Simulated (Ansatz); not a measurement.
Crystal: MoP.

```
CELL_PARAMETERS angstrom
3.22300 0.00000 0.00000
-1.61150 2.79120 0.00000
0.00000 0.00000 3.19100
ATOMIC_POSITIONS crystal
Mo 0.00000 0.00000 0.00000
P 0.33333 0.66667 0.50000
```

Base run:

- Program: Ansatz 0.2.0
- Functional: PBE0
- Potentials or basis: all-electron PAW datasets made for the crystal
- Cutoff: 290 eV (chosen from the basis error)
- k mesh: 8 × 8 × 6
- Occupations: fermi-dirac, width 0.05 eV
- Spin: no spin polarisation

Its results: band gap on the k mesh none (metal or under the smearing width); pressure -4.9 GPa.

Q: The run is repeated on the same cell with these changes: functional from PBE0 to PBEsol; cutoff from 290 eV (chosen from the basis error) to 300 eV (chosen from the basis error). What comes out?

A: Band gap on the k mesh none (metal or under the smearing width); pressure -3.7 GPa.

Caveats: the k mesh is thin for a metal, which can move the energy by tens of meV per atom.

The runs don't all hold the same shells in valence.
